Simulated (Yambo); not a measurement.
# PbS in Yambo: convergence with bands in self energy

PbS:

```
Pb S
1.0
     2.07995   -5.99130    0.00000
     2.07995    5.99130    0.00000
     0.00000    0.00000    4.27932
Pb S
2 2
Direct
  0.13056 0.86944 0.25000
  0.86944 0.13056 0.75000
  0.35480 0.64520 0.25000
  0.64520 0.35480 0.75000
```

Measurements of this composition are mostly on another form, of space group No. 225.

- Program: Yambo 5.3.0
- Task: G0W0 quasiparticle levels
- Functional: PBE
- Potentials or basis: PseudoDojo 0.4.1 SR PBE standard
- Cutoff: 762 eV
- Density cutoff: 3048 eV
- k mesh: 4 × 4 × 4
- Occupations: fixed
- Spin: no spin polarisation
- k mesh of the self-consistent run: 8 × 8 × 6
- Random integration of the Coulomb term: yes
- Direction of the field or of q to 0: x + y + z
- Broadening: 0.1 eV
- States corrected: Γ and the k points of the band edges
- Frequency dependence of W: plasmon pole
- Terminator of the band sum in the self-energy: none
- Quasiparticle equation: linearised (Newton)
- Imaginary frequency of the plasmon-pole fit: 27.2114 eV
- Bands in the response: 170
- Bands in the self-energy: 40
- Cutoff of the response matrix: 6 Ry
- Cutoff of exchange and Vxc: 56 Ry
- Bands corrected (first, last): [20, 22]

These are the settings of the first run; the series varies bands in self energy, with any setting tied to it.

The values tried are 40, 60, 100, 170, loosest first. From which on does the quasiparticle gap at the points computed stay within 0.05 eV of the tightest run that finished?

From 100 on.

```
bands in self energy  quasiparticle gap at the points computed (eV)
                  40                                          1.145
                  60                                          1.222
                 100                                          1.267
                 170                                          1.309
```

The tightest run that finished is the yardstick and may itself not be fully converged.

Caveat, for the tightest run too: the potentials hold a filled d shell without the s and p states of that shell, which can shift GW gaps by tenths of an eV, either way; this version prints the column dSc/dw multiplied by 27.2; the quasiparticle gap listed is the Kohn-Sham gap on the denser mesh of the self-consistent run plus the correction found on the GW mesh, so it differs from the gap in the log; spin-orbit coupling is left out, which as a rule narrows the gap of such compounds by several tenths of an eV.
